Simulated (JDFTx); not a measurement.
# Rh (Fm-3m) in JDFTx: reference runs

Aim: a first look at Rh with PBEsol, on the cell as given and on a disturbed one, then over a range of volumes.

All numbers are computed with JDFTx 1.7.0 (patched build); they aren't measurements. Logs are shortened: lines on timing, memory, paths and dates and some standing lists are left out, and cuts for length are marked. The log counts tension as positive stress, the text compression.

**Measured values to compare with.**

From “Thermal equation of state of rhodium characterized by XRD in a resistively heated diamond anvil cell”, 2024, pmc:11535440, for a bulk crystal of Rh: bulk modulus 264 ± 1 GPa.

The runs below are set against these values where they give the same quantity.

**1. The structure**

Symmetry: Fm-3m, No. 225, cubic system. Conventional cell: a = 3.796 Å, b = 3.796 Å, c = 3.796 Å, α = 90.00°, β = 90.00°, γ = 90.00°. Rh (site symmetry m-3m) has 12 Rh at 2.68 Å as nearest neighbours.

**2. Single point, PBEsol**

Rh.in reads:

```
lattice \
    0.0000000000     3.5864167256     3.5864167256 \
    3.5864167256     0.0000000000     3.5864167256 \
    3.5864167256     3.5864167256     0.0000000000
coords-type Lattice
ion Rh     0.0000000000     0.0000000000     0.0000000000 1

ion-species pseudo/Rh.upf
elec-cutoff 44
elec-ex-corr gga-PBEsol
kpoint-folding 12 12 12
elec-smearing Fermi 0.0018374661
elec-n-bands 14
electronic-SCF nIterations 100 energyDiffThreshold 1e-09
electronic-minimize nIterations 30 energyDiffThreshold 1e-7
converge-empty-states yes
forces-output-coords Cartesian

dump-name run.$VAR
dump End Ecomponents EigStats BandEigs Kpoints Forces Stress
```

Potentials or basis: PseudoDojo-SR-PBEsol-0.4.1-standard with smoothed tails.

Started as:

```console
$ jdftx -c 1 -i Rh.in -o Rh.out
```

Output:

```text
*************** JDFTx 1.7.0 (patched build) ***************

Input parsed successfully to the following command list (including defaults):
[... the input with its defaults ...]

---------- Setting up symmetries ----------

Found 48 point-group symmetries of the bravais lattice
Found 48 space-group symmetries with basis
Applied RMS atom displacement 0 bohrs to make symmetries exact.

---------- Initializing the Grid ----------
R =
[            0      3.58642      3.58642  ]
[      3.58642            0      3.58642  ]
[      3.58642      3.58642            0  ]
unit cell volume = 92.2597
G =
[   -0.87597    0.87597    0.87597  ]
[    0.87597   -0.87597    0.87597  ]
[    0.87597    0.87597   -0.87597  ]
Minimum fftbox size, Smin = [  32  32  32  ]
Chosen fftbox size, S = [  32  32  32  ]

---------- Exchange Correlation functional ----------
Initalized PBEsol GGA exchange.
Initalized PBEsol GGA correlation.

---------- Setting up pseudopotentials ----------
Width of ionic core gaussian charges (only for fluid interactions / plotting) set to 0

Reading pseudopotential file 'pseudo/Rh.upf':
  'Rh' pseudopotential, 'PBESOL' functional
  Generated using ONCVPSP code by D. R. Hamann
  17 valence electrons, 4 orbitals, 6 projectors, 1001 radial grid points, with lMax = 2
    4S    l: 0   occupation:  2.0   eigenvalue: -3.029281
    4P    l: 1   occupation:  6.0   eigenvalue: -1.851417
    4D    l: 2   occupation:  8.0   eigenvalue: -0.218779
    5S    l: 0   occupation:  1.0   eigenvalue: -0.158970
  Core radius for overlap checks: 1.34 bohrs.

Initialized 1 species with 1 total atoms.

Folded 1 k-points by 12x12x12 to 1728 k-points.

---------- Setting up k-points, bands, fillings ----------
Reduced to 72 k-points under symmetry.
Computing the number of bands and number of electrons
Calculating initial fillings.
nElectrons:  17.000000   nBands: 14   nStates: 72

----- Setting up reduced wavefunction bases (one per k-point) -----
average nbasis = 1285.711 , ideal nbasis = 1286.131

---------- Setting up ewald sum ----------
Optimum gaussian width for ewald sums = 1.828365 bohr.
Real space sum over 2197 unit cells with max indices [  6  6  6  ]
Reciprocal space sum over 2197 terms with max indices [  6  6  6  ]

---------- Allocating electronic variables ----------
Initializing wave functions:  linear combination of atomic orbitals
Note: number of bands (14) exceeds available atomic orbitals (10)
Rh pseudo-atom occupations:   s ( 2 0 )  p ( 6 )  d ( 9 )
	FillingsUpdate:  mu: +0.714995151  nElectrons: 17.000000
LCAOMinimize: Iter:   0  F: -110.8078205928680688  |grad|_K:  5.621e-03  alpha:  1.000e+00
	FillingsUpdate:  mu: +0.834037027  nElectrons: 17.000000
LCAOMinimize: Iter:   1  F: -110.9325546510947618  |grad|_K:  1.615e-04  alpha:  5.091e-01  linmin: -3.402e-01  cgtest:  9.230e-01
LCAOMinimize: Encountered beta<0, resetting CG.
[... 4 lines of inner loops ...]
LCAOMinimize: Encountered beta<0, resetting CG.
	FillingsUpdate:  mu: +0.837319464  nElectrons: 17.000000
LCAOMinimize: Iter:   4  F: -110.9326512800761719  |grad|_K:  2.588e-07  alpha:  5.085e-01  linmin:  5.924e-04  cgtest: -3.779e-03
LCAOMinimize: Converged (|Delta F|<1.000000e-06 for 2 iters).

-------- Electronic minimization -----------
Will mix electronic density at each iteration.
	FillingsUpdate:  mu: +0.837319464  nElectrons: 17.000000
	FillingsUpdate:  mu: +0.835480167  nElectrons: 17.000000
SCF: Cycle:  0   F: -110.948202161154924   dF: -1.555e-02   |Residual|: 2.038e-02   |deigs|: 1.011e+00
	FillingsUpdate:  mu: +0.834410252  nElectrons: 17.000000
SCF: Cycle:  1   F: -110.948321227734212   dF: -1.191e-04   |Residual|: 1.062e-02   |deigs|: 9.125e-03
	FillingsUpdate:  mu: +0.834011700  nElectrons: 17.000000
SCF: Cycle:  2   F: -110.948327660888722   dF: -6.433e-06   |Residual|: 1.161e-03   |deigs|: 1.005e-03
	FillingsUpdate:  mu: +0.833926998  nElectrons: 17.000000
SCF: Cycle:  3   F: -110.948328414202649   dF: -7.533e-07   |Residual|: 6.024e-04   |deigs|: 2.890e-04
	FillingsUpdate:  mu: +0.833903460  nElectrons: 17.000000
SCF: Cycle:  4   F: -110.948328501462541   dF: -8.726e-08   |Residual|: 1.559e-04   |deigs|: 1.542e-04
	FillingsUpdate:  mu: +0.833920140  nElectrons: 17.000000
SCF: Cycle:  5   F: -110.948328525273638   dF: -2.381e-08   |Residual|: 3.607e-05   |deigs|: 1.083e-04
	FillingsUpdate:  mu: +0.833925983  nElectrons: 17.000000
SCF: Cycle:  6   F: -110.948328529299005   dF: -4.025e-09   |Residual|: 2.552e-05   |deigs|: 9.279e-05
	FillingsUpdate:  mu: +0.833924747  nElectrons: 17.000000
SCF: Cycle:  7   F: -110.948328530390526   dF: -1.092e-09   |Residual|: 1.233e-05   |deigs|: 9.798e-05
	FillingsUpdate:  mu: +0.833923109  nElectrons: 17.000000
SCF: Cycle:  8   F: -110.948328530696003   dF: -3.055e-10   |Residual|: 3.130e-06   |deigs|: 7.745e-05
	FillingsUpdate:  mu: +0.833923021  nElectrons: 17.000000
SCF: Cycle:  9   F: -110.948328530772642   dF: -7.664e-11   |Residual|: 1.869e-06   |deigs|: 7.062e-05
SCF: Converged (|Delta E|<1.000000e-09 for 2 iters).

Setting wave functions to eigenvectors of Hamiltonian
Converging empty states (this may take a while): |deigs|: 2.956e-04

# Stress tensor in Cartesian coordinates [Eh/a0^3]:
[  0.000115893            0            0  ]
[            0  0.000115893            0  ]
[            0            0  0.000115893  ]

# Ionic positions in lattice coordinates:
ion Rh   0.000000000000000   0.000000000000000   0.000000000000000 1

# Forces in Cartesian coordinates:
force Rh  -0.000000000000000  -0.000000000000000   0.000000000000000 1

# Energy components:
   Eewald =      -92.3641367413328851
       EH =       18.7378487426699678
     Eloc =      -70.4765975346759319
      Enl =        6.9861800611033260
      Exc =      -18.8043725863206816
 Exc_core =        6.2676959448714911
       KE =       38.7053533060397967
-------------------------------------
     Etot =     -110.9480288076449312
       TS =        0.0002997231277078
-------------------------------------
        F =     -110.9483285307726419

IonicMinimize: Iter:   0  F: -110.948328530772642  |grad|_K:  0.000e+00
IonicMinimize: Converged (|grad|_K<1.000000e-04).

#--- Lowdin population analysis ---
# oxidation-state Rh +0.100

Dumping 'run.eigStats' ...
	eMin: -2.065231 at state 0 ( [ +0.000000 +0.000000 +0.000000 ] spin 0 )
	HOMO: +0.830808 at state 38 ( [ +0.000000 +0.333333 -0.333333 ] spin 0 )
	mu  : +0.833923
	LUMO: +0.835311 at state 40 ( [ +0.000000 +0.416667 +0.500000 ] spin 0 )
	eMax: +1.785668 at state 71 ( [ +0.250000 +0.500000 -0.250000 ] spin 0 )
	HOMO-LUMO gap: +0.004503
	Optical gap  : +0.008072 at state 20 ( [ +0.000000 +0.166667 +0.333333 ] spin 0 )
Done!
[note: the HOMO, LUMO and gaps printed at the end count levels as full or empty at half filling, so they show a gap where a level is partly filled]
```

Wall time 32 s (1 thread of Arm Neoverse V1, shared host); peak memory 0.08 GiB.

What came out:

```yaml
Free_energy: -3019.0578 eV
Pressure: -3.4 GPa
Band_gap_on_the_k_mesh: none (metal or under the smearing width)
```

**3. Single point, PBEsol (cell strained at random at fixed volume)**

Edit Rh.in of step 2 so:

```diff
@@ -1,7 +1,7 @@
 lattice \
-    0.0000000000     3.5864167256     3.5864167256 \
-    3.5864167256     0.0000000000     3.5864167256 \
-    3.5864167256     3.5864167256     0.0000000000
+   -0.0743304874     3.5941211390     3.6370651652 \
+    3.5585338167     0.0620038039     3.4651435516 \
+    3.7085175997     3.5721833085     0.0190597777
 coords-type Lattice
-ion Rh     0.0000000000     0.0000000000     0.0000000000 1
+ion Rh     0.0047670000     0.0035010000    -0.0058200000 1
```

Potentials or basis: PseudoDojo-SR-PBEsol-0.4.1-standard with smoothed tails.

Started as:

```console
$ jdftx -c 1 -i Rh.in -o Rh.out
```

Output:

```text
*************** JDFTx 1.7.0 (patched build) ***************

Input parsed successfully to the following command list (including defaults):

basis kpoint-dependent
converge-empty-states yes
coords-type Lattice
core-overlap-check vector
coulomb-interaction Periodic
davidson-band-ratio 1.1
dump End Forces BandEigs EigStats Ecomponents Stress Kpoints
dump-name run.$VAR
elec-cutoff 44
elec-eigen-algo Davidson
elec-ex-corr gga-PBEsol
elec-n-bands 14 1
elec-smearing Fermi 0.00183747
electronic-minimize  \
	dirUpdateScheme      FletcherReeves \
	linminMethod         DirUpdateRecommended \
	nIterations          30 \
	history              15 \
	knormThreshold       0 \
	maxThreshold         no \
	energyDiffThreshold  1e-07 \
	nEnergyDiff          2 \
	convergeAll          no \
	alphaTstart          1 \
	alphaTmin            1e-10 \
	updateTestStepSize   yes \
	alphaTreduceFactor   0.1 \
	alphaTincreaseFactor 3 \
	nAlphaAdjustMax      3 \
	wolfeEnergy          0.0001 \
	wolfeGradient        0.9 \
	abortOnFailedStep    no \
	fdTest               no
electronic-scf  \
	nIterations	100 \
	energyDiffThreshold	1e-09 \
	residualThreshold	1e-07 \
	mixFraction	0.5 \
	qMetric	0.8 \
	history	10 \
	nEigSteps	2 \
	eigDiffThreshold	1e-08 \
	mixedVariable	Density \
	qKerker	0.8 \
	qKappa	-1 \
	verbose	no \
	mixFractionMag	1.5
exchange-regularization WignerSeitzTruncated
fluid None
fluid-ex-corr lda-TF lda-PZ
fluid-gummel-loop 10 1.000000e-05
fluid-minimize  \
	dirUpdateScheme      PolakRibiere \
	linminMethod         DirUpdateRecommended \
	nIterations          100 \
	history              15 \
	knormThreshold       0 \
	maxThreshold         no \
	energyDiffThreshold  0 \
	nEnergyDiff          2 \
	convergeAll          no \
	alphaTstart          1 \
	alphaTmin            1e-10 \
[... 128 lines left out ...]

Initialized 1 species with 1 total atoms.

Folded 1 k-points by 12x12x12 to 1728 k-points.

---------- Setting up k-points, bands, fillings ----------
Reduced to 868 k-points under symmetry.
Computing the number of bands and number of electrons
Calculating initial fillings.
nElectrons:  17.000000   nBands: 14   nStates: 868

----- Setting up reduced wavefunction bases (one per k-point) -----
average nbasis = 1286.027 , ideal nbasis = 1286.131

---------- Setting up ewald sum ----------
Optimum gaussian width for ewald sums = 1.828229 bohr.
Real space sum over 2197 unit cells with max indices [  6  6  6  ]
Reciprocal space sum over 2197 terms with max indices [  6  6  6  ]

---------- Allocating electronic variables ----------
Initializing wave functions:  linear combination of atomic orbitals
Note: number of bands (14) exceeds available atomic orbitals (10)
Rh pseudo-atom occupations:   s ( 2 0 )  p ( 6 )  d ( 9 )
	FillingsUpdate:  mu: +0.713248597  nElectrons: 17.000000
LCAOMinimize: Iter:   0  F: -110.8052592677152433  |grad|_K:  1.639e-03  alpha:  1.000e+00
	FillingsUpdate:  mu: +0.833677590  nElectrons: 17.000000
LCAOMinimize: Iter:   1  F: -110.9312715180606972  |grad|_K:  4.183e-05  alpha:  5.080e-01  linmin: -2.523e-01  cgtest:  8.984e-01
LCAOMinimize: Encountered beta<0, resetting CG.
[... 5 lines of inner loops ...]
LCAOMinimize: Iter:   4  F: -110.9313488953461757  |grad|_K:  6.592e-08  alpha:  6.961e-01  linmin: -1.180e-04  cgtest:  5.453e-03
	FillingsUpdate:  mu: +0.836544423  nElectrons: 17.000000
LCAOMinimize: Iter:   5  F: -110.9313488956338603  |grad|_K:  1.638e-08  alpha:  7.757e-01  linmin:  1.266e-03  cgtest: -1.005e-02
LCAOMinimize: Converged (|Delta F|<1.000000e-06 for 2 iters).

-------- Electronic minimization -----------
Will mix electronic density at each iteration.
	FillingsUpdate:  mu: +0.836544423  nElectrons: 17.000000
	FillingsUpdate:  mu: +0.834695826  nElectrons: 17.000000
SCF: Cycle:  0   F: -110.946625486532952   dF: -1.528e-02   |Residual|: 2.039e-02   |deigs|: 1.042e+00
	FillingsUpdate:  mu: +0.833625922  nElectrons: 17.000000
SCF: Cycle:  1   F: -110.946751165123743   dF: -1.257e-04   |Residual|: 1.054e-02   |deigs|: 8.617e-03
	FillingsUpdate:  mu: +0.833288678  nElectrons: 17.000000
SCF: Cycle:  2   F: -110.946758074502554   dF: -6.909e-06   |Residual|: 1.206e-03   |deigs|: 1.103e-03
	FillingsUpdate:  mu: +0.833179891  nElectrons: 17.000000
SCF: Cycle:  3   F: -110.946758942648927   dF: -8.681e-07   |Residual|: 5.721e-04   |deigs|: 3.820e-04
	FillingsUpdate:  mu: +0.833170288  nElectrons: 17.000000
SCF: Cycle:  4   F: -110.946759036760710   dF: -9.411e-08   |Residual|: 1.743e-04   |deigs|: 1.814e-04
	FillingsUpdate:  mu: +0.833182097  nElectrons: 17.000000
SCF: Cycle:  5   F: -110.946759055948988   dF: -1.919e-08   |Residual|: 1.541e-05   |deigs|: 1.254e-04
	FillingsUpdate:  mu: +0.833181402  nElectrons: 17.000000
SCF: Cycle:  6   F: -110.946759059715873   dF: -3.767e-09   |Residual|: 1.306e-05   |deigs|: 8.690e-05
	FillingsUpdate:  mu: +0.833180752  nElectrons: 17.000000
SCF: Cycle:  7   F: -110.946759060712239   dF: -9.964e-10   |Residual|: 4.648e-06   |deigs|: 8.608e-05
	FillingsUpdate:  mu: +0.833180561  nElectrons: 17.000000
SCF: Cycle:  8   F: -110.946759060971587   dF: -2.593e-10   |Residual|: 1.420e-06   |deigs|: 5.969e-05
SCF: Converged (|Delta E|<1.000000e-09 for 2 iters).

Setting wave functions to eigenvectors of Hamiltonian
Converging empty states (this may take a while): |deigs|: 4.041e-04

# Stress tensor in Cartesian coordinates [Eh/a0^3]:
[  0.000244017  -6.6817e-05 -0.000188332  ]
[  -6.6817e-05 -0.000177248  0.000341083  ]
[ -0.000188332  0.000341083   0.00015011  ]

# Ionic positions in lattice coordinates:
ion Rh   0.004767000000000   0.003501000000000  -0.005820000000000 1

# Forces in Cartesian coordinates:
force Rh   0.000000000000000   0.000000000000000   0.000000000000000 1

# Energy components:
   Eewald =      -92.3324676633556010
       EH =       18.7735328229280611
     Eloc =      -70.5507589764934124
      Enl =        6.9849646469581792
      Exc =      -18.8064112015966174
 Exc_core =        6.2676954399532923
       KE =       38.7170138834862527
-------------------------------------
     Etot =     -110.9464310481198197
       TS =        0.0003280128517671
-------------------------------------
        F =     -110.9467590609715870

IonicMinimize: Iter:   0  F: -110.946759060971587  |grad|_K:  0.000e+00
IonicMinimize: Converged (|grad|_K<1.000000e-04).

#--- Lowdin population analysis ---
# oxidation-state Rh +0.100

Dumping 'run.eigStats' ...
	eMin: -2.064856 at state 0 ( [ +0.000000 +0.000000 +0.000000 ] spin 0 )
	HOMO: +0.832596 at state 55 ( [ +0.000000 +0.416667 +0.000000 ] spin 0 )
	mu  : +0.833180
	LUMO: +0.833281 at state 104 ( [ +0.083333 +0.166667 +0.500000 ] spin 0 )
	eMax: +1.791935 at state 443 ( [ +0.250000 +0.500000 -0.250000 ] spin 0 )
	HOMO-LUMO gap: +0.000685
	Optical gap  : +0.002863 at state 510 ( [ +0.333333 +0.000000 +0.333333 ] spin 0 )
Done!
```

It took 6.2 min on 1 thread of Arm Neoverse V1, shared host; peak memory 0.59 GiB.

Results:

```
Free energy            : -3019.0151 eV
Pressure               : -2.1 GPa
Band gap on the k mesh : none (metal or under the smearing width)
```

(Continued in part 2 of 2.)
